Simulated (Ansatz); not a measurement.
Sc, one cell by several methods

```yaml
crystal:
  lattice:
    - [0.02327, 2.33848, 2.33848]
    - [2.33848, 0.02327, 2.33848]
    - [2.33848, 2.33848, 0.02327]
  atoms:
    - { symbol: Sc, position: [0.00000, 0.00000, 0.00000] }
```

Structure from Materials Project entry mp-36 (possibly hypothetical), not relaxed further. The listed cell was then made from it by scaling, straining or moving an atom.

Spin polarisation is left out, and whether a magnetic state lies lower isn't shown here.

All numbers are computed: DFT, LDA, PAW with Ansatz's default frozen-core files, scalar-relativistic (Ansatz 0.2.0); DFT, LDA, all-electron LAPW, scalar-relativistic (Ansatz 0.2.0).

For PAW: a Γ-centred 13×13×13 k mesh, Fermi–Dirac smearing of 0.08 eV, cutoff 420 eV, no spin polarisation; the PAW files were made with PBE, and the program remakes their frozen cores for this functional. LAPW targets a basis error of 0.25 meV/atom. The Ansatz runs share mesh, smearing and spin set-up. Plane-wave (PAW) pressures include the program's estimate of the Pulay term.

Stress and pressure are positive in compression.

The change that made this cell: equal xy, yz and zx engineering shear strains of +1 %.

PAW results:

| quantity | PAW |
| --- | --- |
| pressure (GPa) | -5.58 |
| stress yz (GPa) | -0.29 |
| stress xz (GPa) | -0.29 |
| stress xy (GPa) | -0.29 |

(1) What does LAPW (all electrons) give for the same quantities?

## Answers

(1) 
```
       quantity   LAPW
 pressure (GPa)  -5.58
stress yz (GPa)  -0.29
stress xz (GPa)  -0.29
stress xy (GPa)  -0.29
```
